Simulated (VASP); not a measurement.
Write the native input for VASP 6.6.1 that does the following.

- Task: single point
- Functional: PBEsol
- Potentials or basis: VASP PAW PBE potentials, release 64 (Si)
- Cutoff: 520 eV
- k mesh: 12 × 12 × 11
- Occupations: fermi-dirac, width 0.05 eV
- Spin: no spin polarisation
- Ladder: free
- Further INCAR settings: ALGO = Normal; EDIFF = 1e-07; NBANDS = 8

The structure of Si lies in POSCAR:

```
Si
1.0
    2.6044910000      0.0051710000     -0.0114580000
   -1.2977680000      2.2582760000     -0.0087210000
   -0.0107840000     -0.0157040000      2.4911460000
Si
1
Direct
   -0.0120970000     -0.0127870000     -0.0156780000
```

This isn't the form of Si at room conditions, which is diamond.

The cell isn't the ideal one: cell strained at random at fixed volume.

The input as run:

INCAR

```
PREC = Accurate
ENCUT = 520
EDIFF = 1E-7
ISMEAR = -1
SIGMA = 0.05
LREAL = F
LASPH = T
NELM = 60
ALGO = Normal
ISIF = 2
LWAVE = F
LCHARG = F
GGA = PS
NBANDS = 8
```

KPOINTS

```
regular mesh
0
Gamma
  12 12 11
```

Potentials or basis: VASP PAW PBE potentials, release 64 (Si).

Command:

```bash
$ cat potpaw_PBE.64/Si/POTCAR > POTCAR
$ mpirun -np 1 vasp_std > vasp.out
```

It gave:

```
Pressure               : 0.6 GPa
Band gap on the k mesh : none (metal or under the smearing width)
```

Caveat: the PAW data sets were made with another functional, which shifts forces and pressure a little.

Wall time 42 s on 1 thread of Intel(R) Xeon(R) Platinum 8488C (Sapphire Rapids), on a shared host, peak memory 0.18 GiB.
